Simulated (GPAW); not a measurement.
Entries from a set of simulations; values are calculated unless marked as measured.

**A GW chain in GPAW: BN (P6_3mc)**

It takes space group P6_3mc (No. 186, hexagonal). Conventional cell: a = 2.536 Å, b = 2.536 Å, c = 4.199 Å, α = 90.00°, β = 90.00°, γ = 120.00°. Nearest to B lie 4 N at 1.56 to 1.57 Å. N has 4 B at 1.56 to 1.57 Å nearest. Farther neighbours and most contacts between anions are not listed.

```xyz
4
Lattice="2.5360 0.0000 0.0000 -1.2680 2.1962 0.0000 0.0000 0.0000 4.1990" Properties=species:S:1:pos:R:3 pbc="T T T"
B     1.2680    0.7321    0.0000
B     0.0000    1.4642    2.0995
N     1.2680    0.7321    1.5746
N     0.0000    1.4642    3.6741
```

| Quantity | Value |
| --- | --- |
| method | DFT, PBE, plane waves, PAW (and 1 further level or step) |
| program | GPAW 26.7.0 |
| settings of one run | cutoff 600 eV, GPAW PAW setups 1.2.1 data release, 6×6×4 k-mesh, nbands 117 |
| cost | 4 runs, 37 s in all on 4 MPI ranks of Arm Neoverse V2, shared host (the runs of this entry) |
| notes | The database entry behind the starting cell has ideal inner coordinates that were not refined. The cell and positions come from the Crystallography Open Database and are kept as given unless a step says otherwise. This is not the form that BN usually takes at ambient conditions. Bands and cutoff are finite, so the gap is not at the basis limit. The miss can reach some tenths of an eV and take either sign; the mesh is an error of its own. The 6×6×4 mesh is coarse for this cell, which bears on the long-range parts of exchange and screening. |
| PBE gap | 5.18 eV, indirect |
| G0W0 gap on the mesh | 6.43 eV |
| GW settings | 6×6×4 mesh, 49 bands, screening to 96 eV, Godby-Needs plasmon pole |
| known limits | not at the basis limit; coarse k mesh |

G0W0 moves the gap on the mesh from 5.18 eV to 6.43 eV (+1.26 eV), with Z of 0.83 and 0.86 at the edges. Only 3 of the mesh's irreducible points were corrected, so a valley elsewhere could overtake.

[Paths, hosts, dates, memory and timing lines, banners, echoed tables and standing remarks are left out of the program output.]

[Logs are printed without paths, hosts, clocks, repeated set-up lines and the standing remarks that a program may print on its own settings, such as how far it seeks lower states.]

[Runs of the session that timed out or met a known fault of the program may be left out.]

[Hosts, paths, dates, database ids (printed as entryN), source tags and the programs' standing remarks are cut or masked in the printed files.]
